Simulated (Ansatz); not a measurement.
Ta:

```
CELL_PARAMETERS angstrom
-1.65128 1.65128 1.65128
1.65128 -1.65128 1.65128
1.65128 1.65128 -1.65128
ATOMIC_POSITIONS crystal
Ta 0.00000 0.00000 0.00000
```

* Program: Ansatz 0.2.0
* Task: relaxation of cell and atoms
* Functional: PBEsol
* Potentials or basis: all-electron LAPW, scalar-relativistic
* Basis error allowed: 0.001 eV/atom
* k mesh: 11 × 11 × 11
* Occupations: fermi-dirac, width 0.05 eV
* Spin: no spin polarisation

At the start: volume 18.01 Å³/atom.

Task: Where does the relaxation end?

Result: Over 4 steps the energy falls by 5.4 meV/atom and the volume is 17.62 Å³/atom (-2.2 %); space group Im-3m (No. 229, to 0.05 Å).

The path:
| step | energy change (eV) | largest force (eV/Å) | volume (Å³) |
| --- | --- | --- | --- |
| 1 | 0.0000 | 0.0000 | 18.01 |
| 2 | -0.0054 | 0.0000 | 17.66 |
| 3 | -0.0054 | 0.0000 | 17.62 |
| 4 | -0.0054 | 0.0000 | 17.62 |

Final structure:
```cif
data_structure
_symmetry_space_group_name_H-M 'P 1'
_symmetry_Int_Tables_number 1
_cell_length_a 2.8394
_cell_length_b 2.8394
_cell_length_c 2.8394
_cell_angle_alpha 109.471
_cell_angle_beta 109.471
_cell_angle_gamma 109.471
_cell_volume 17.62
loop_
_atom_site_label
_atom_site_type_symbol
_atom_site_fract_x
_atom_site_fract_y
_atom_site_fract_z
_atom_site_occupancy
Ta1 Ta 0.00000 0.00000 0.00000 1
```
